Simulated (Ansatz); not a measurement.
# CaSe: pressure up to the limit of the methods

How does CaSe (rocksalt type) answer strong compression? The runs shown use PAW. Its runs: cell relaxed at zero pressure (PAW); volume scaled by 1 (PAW); volume scaled by 0.95 (PAW); volume scaled by 0.85 (PAW); volume scaled by 0.75 (PAW and PAW (cutoff 1000 eV)); volume scaled by 0.65 (PAW); volume scaled by 0.55 (PAW); volume scaled by 0.45 (PAW and PAW (source ansatz)); volume scaled by 0.4 (PAW and PAW (core large)).

Method: DFT PBE, with the methods named in each step, in Ansatz 0.2.0.

1 further run of the same task is left out (it didn't finish). Runs told in other sessions of the task aren't counted.

### 1 The structure to begin with

It takes space group Fm-3m (No. 225, cubic). Conventional cell: a = 5.718 Å, b = 5.718 Å, c = 5.718 Å, α = 90.00°, β = 90.00°, γ = 90.00°. Ca (site symmetry m-3m) is surrounded by 6 Se at 2.86 Å. Se (site symmetry m-3m) is surrounded by 6 Ca at 2.86 Å.

Structure file:

```
CELL_PARAMETERS angstrom
0.00000 2.85894 2.85894
2.85894 0.00000 2.85894
2.85894 2.85894 0.00000
ATOMIC_POSITIONS crystal
Ca 0.00000 0.00000 0.00000
Se 0.50000 0.50000 0.50000
```

Whether this phase is the stable one at these pressures isn't tested.

Atoms are numbered in the order of the input: Ca1, Se2.

### 2 Cell relaxed at zero pressure, PAW

File input.yaml:

```yaml
crystal:
  lattice:
    - [0.0, 2.8589414393, 2.8589414393]
    - [2.8589414393, 0.0, 2.8589414393]
    - [2.8589414393, 2.8589414393, 0.0]
  atoms:
    - { symbol: Ca, position: [0.0, 0.0, 0.0] }
    - { symbol: Se, position: [0.5, 0.5, 0.5] }
kpoints:
  mp_grid: { grid: [12, 12, 12] }
scf:
  occupations: { method: fermi_dirac, width: 0.08 }
hamiltonian:
  xc: pbe
  pseudopotentials: { kind: paw }
output:
  forces: true
  stress: true
  write_density: true
  write_potential: true
  elf: true
  volumetric_format: npy
relax:
  f_tol: 0.005
  max_steps: 40
  cell: {}
```

Command:

```bash
$ ansatz run input.yaml --threads 1 --pin off --max-ram 2048MiB --backend cpu --events-out ev --progress --plain --runs-dir out
```

After this run come: Volume scaled by 1, PAW; Volume scaled by 0.95, PAW; Volume scaled by 0.85, PAW; Volume scaled by 0.75, PAW; Volume scaled by 0.75, PAW (cutoff 1000 eV); Volume scaled by 0.65, PAW; Volume scaled by 0.55, PAW; Volume scaled by 0.45, PAW; Volume scaled by 0.45, PAW (source ansatz); Volume scaled by 0.4, PAW; Volume scaled by 0.4, PAW (core large).

Before running it: what results should come out? Wanted: PAW pressure at 0.4 of the volume; PAW; fitted bulk modulus at zero pressure.

The runs gave:

```
                                      quantity      value
             PAW pressure at 0.4 of the volume  256.4 GPa
PAW (core large) pressure at 0.4 of the volume  257.2 GPa
    fitted bulk modulus at zero pressure (PAW)     52 GPa
                       its pressure derivative       3.78
```

**Reading.** At 0.4 of the starting volume PAW gives 256 GPa. A third-order Birch-Murnaghan curve fits the range only roughly (B₀ = 52 GPa, B′ = 3.78, misfit at most 1.00 GPa). A fit over so wide a range leans to the high pressures, so B₀ can be off by several per cent. The gap goes from 2.08 to none: pressure closes it at this level, in a cell held to this structure, which the real crystal may leave first. No all-electron run checks these rows here, and frozen cores can fail under such compression. The ions are at rest, and the electrons smeared by 0.08 eV.
